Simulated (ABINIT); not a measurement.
Runs of ABINIT 10.8.3 (patched build) on TaN. The structure is cubic, space group Fm-3m (No. 225). The conventional cell has a = 4.423 Å, b = 4.423 Å, c = 4.423 Å, α = 90.00°, β = 90.00°, γ = 90.00°. Ta (site symmetry m-3m) has 6 N at 2.21 Å as nearest neighbours. N (site symmetry m-3m) has 6 Ta at 2.21 Å as nearest neighbours. The cell comes from a database or a generator and needn't be the stable form of this composition.

```csv
task,level,potentials or basis,k mesh,cutoff (eV),fine-grid cutoff,mesh quality,gap on the mesh (eV),pressure (GPa),V0 of scaled cells (Å³/atom),B0 (GPa)
equation of state,revPBE,JTH PAW PBE v2.0,10 × 10 × 10,680,1278.94 eV,not flagged,-,-,10.88,321
band structure,PBEsol,PseudoDojo NC SR PBEsol v0.4.1 standard,10 × 10 × 10,1143,-,not flagged,none,-11.1,-,-
equation of state,SOGGA,JTH PAW PBE v2.0,10 × 10 × 10,680,1278.94 eV,not flagged,-,-,10.41,366
single point,r2SCAN,JTH PAW PBE v2.0,4 × 4 × 4,816,1414.99 eV,coarse,none,-2.3,-,-
equation of state,LDA,JTH PAW LDA v2.0,10 × 10 × 10,680,1278.94 eV,not flagged,-,-,(a),(b)
equation of state,BP86,JTH PAW PBE v2.0,10 × 10 × 10,680,1278.94 eV,not flagged,-,-,10.82,326
equation of state,PW91,JTH PAW PBE v2.0,10 × 10 × 10,680,1278.94 eV,not flagged,-,-,10.77,331
equation of state,LDA,JTH PAW LDA v2.0,10 × 10 × 10,544,1088.46 eV,not flagged,-,-,(c),379
```

Alike in all rows: no spin polarisation; cell as given; smearing fermi-dirac 0.05 eV.

Problem. Fill in the values left out.

Solution. (a) 10.25; (b) 377; (c) 10.26.

Caveats: some runs use coarse meshes; the highest band is partly filled, so the run has too few bands (some runs); pressures at fixed basis lie under the slope of the energies (some runs); the PAW data sets were made with another functional, which shifts forces and pressure a little (some runs); spin-orbit coupling is left out, which moves the levels of the heavy elements (some runs).

A k mesh can miss the band edges, and the runs leave out spin-orbit coupling on Ta.

A gap of «none» marks a metal or a gap under the smearing width.

Runs at the PBE level aren't shown here.
